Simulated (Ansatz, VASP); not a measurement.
## BN (BN (110), 3 layers) in VASP and in Ansatz

```
B N
1.0
     2.53189    0.00000    0.00000
     0.00000    3.58063    0.00000
     0.00000    0.00000   18.53190
B N
3 3
Cartesian
  0.6330 0.3067 8.1670
  1.8989 2.2706 9.2659
  0.6330 0.3067 10.3649
  1.8989 3.2245 7.9761
  0.6330 1.4088 9.2660
  1.8989 3.2245 10.5558
```

Alike in both runs: functional LDA; k mesh 10 × 7 × 1; occupations fermi-dirac, width 0.02 eV; no spin polarisation.

Ansatz relaxed the structure, and its values are those at the end. VASP's run is a single point on that final structure, the one shown.

|  | VASP | Ansatz |
| --- | --- | --- |
| version | VASP 6.6.1 | Ansatz 0.2.0 |
| potentials or method | VASP PAW LDA potentials, release 64 (B, N), cutoff 520 eV | all-electron LAPW, scalar-relativistic |

|  | VASP | Ansatz | Ansatz less VASP |
| --- | --- | --- | --- |
| rms of the force components (eV/Å) | 0.016 | 0.004 | -0.0123 |

Ansatz ran all-electron here, so the differences hold the error of VASP's frozen core and of both bases.
